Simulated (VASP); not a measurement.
Wanted: the native input for a VASP 6.6.1 run.

```
Task                   : single point
Functional             : PBE
Potentials or basis    : VASP PAW PBE potentials, release 64 (Ga_d, O)
Cutoff                 : 520 eV
k mesh                 : 12 × 12 × 12
Occupations            : gaussian, width 0.1 eV
Spin                   : no spin polarisation
Dipole correction      : no
Further INCAR settings : ALGO = Fast; EDIFF = 1e-06; NBANDS = 23
```

The structure of Ga2O lies in POSCAR:

```
Ga2O
1.0
    0.0000000000      2.9808333939      2.9808333939
    2.9808333939      0.0000000000      2.9808333939
    2.9808333939      2.9808333939      0.0000000000
Ga O
2 1
Direct
    0.2500000000      0.2500000000      0.2500000000
    0.7500000000      0.7500000000      0.7500000000
    0.0000000000      0.0000000000      0.0000000000
```

The cell comes from a database or a generator and needn't be the stable form of this composition.

One way to write it, as run:

INCAR

```
  PREC = Accurate
  ENCUT = 520
  EDIFF = 1E-6
  ISMEAR = 0
  SIGMA = 0.1
  LREAL = F
  LASPH = T
  NELM = 100
  ALGO = Fast
  ISIF = 2
  LWAVE = F
  LCHARG = F
  GGA = PE
  NBANDS = 23
```

KPOINTS

```
Automatic mesh
0
Gamma
  12 12 12
```

Potentials or basis: VASP PAW PBE potentials, release 64 (Ga_d, O).

Run with:

```bash
$ cat potpaw_PBE.64/Ga_d/POTCAR potpaw_PBE.64/O/POTCAR > POTCAR
$ mpirun -np 1 vasp_std > vasp.out
```

Results of the run:

- Pressure: 0.1 GPa
- Band gap on the k mesh: none (metal or under the smearing width)

Wall time 60 s on 1 thread of Intel(R) Xeon(R) Platinum 8488C (Sapphire Rapids), on a shared host, peak memory 0.22 GiB.
